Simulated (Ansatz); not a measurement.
Relaxation of a periodic cell of 17 atoms, Si (host Si, host structure diamond, interstitial Si), to a largest force component of 0.03 eV/Å in at most 60 steps.

Level of theory: DFT PBEsol, scalar-relativistic, plane waves, PAW in Ansatz 0.2.0. Settings: PAW set soft_1, cutoff 420 eV, k mesh 2x2x2, fermi-dirac smearing 0.05 eV, no spin polarisation.

```xyz
17
Lattice="0.0000 5.4300 5.4300 5.4300 0.0000 5.4300 5.4300 5.4300 0.0000" Properties=species:S:1:pos:R:3
Si 0.000 0.000 0.000
Si 1.357 1.357 1.357
Si 2.715 2.715 0.000
Si 4.072 4.072 1.357
Si 2.715 0.000 2.715
Si 4.072 1.357 4.072
Si 5.430 2.715 2.715
Si 6.787 4.072 4.072
Si 0.000 2.715 2.715
Si 1.357 4.072 4.072
Si 2.715 5.430 2.715
Si 4.072 6.787 4.072
Si 2.715 2.715 5.430
Si 4.072 4.072 6.787
Si 5.430 5.430 5.430
Si 6.787 6.787 6.787
Si 5.417 5.472 2.678
```

Question: Where does it end, and by what steps?

Answer: The forces met the threshold. The force dipped under the threshold on the way, but the program's further checks kept it going. Limits of this set-up: coarse k mesh, PAW files made for another functional, a small cell, in which the defect meets its images. After 3 steps the energy has fallen by 0.133 eV; Si17 moved furthest, 0.05 Å.

```
step  energy less start (eV)  largest force component (eV/Å)  accepted
   0                  0.0000                           0.680       yes
   1                 -0.1156                           0.247       yes
   2                 -0.1334                           0.021       yes
   3                 -0.1334                           0.022       yes
```

```xyz
17
Lattice="0.0000 5.4300 5.4300 5.4300 0.0000 5.4300 5.4300 5.4300 0.0000" Properties=species:S:1:pos:R:3
Si 0.000 0.002 -0.036
Si 1.382 1.385 1.330
Si 2.712 2.720 -0.005
Si 4.048 4.050 1.331
Si 2.748 0.003 2.712
Si 4.067 1.364 4.076
Si 5.429 2.683 2.713
Si 6.808 4.054 4.092
Si 0.000 2.751 2.714
Si 1.364 4.068 4.077
Si 2.681 5.431 2.714
Si 4.048 6.815 4.095
Si 2.715 2.716 5.430
Si 4.067 4.069 6.781
Si 5.429 5.433 5.462
Si 6.792 6.794 6.781
Si 5.427 5.435 2.710
```

Whether the end is a true minimum wasn't checked by a vibrational analysis.

The run took 18 s on 1 thread of AMD EPYC 7R43 64-Core Processor (Zen 3), with other jobs on the host, peak memory 0.57 GiB.
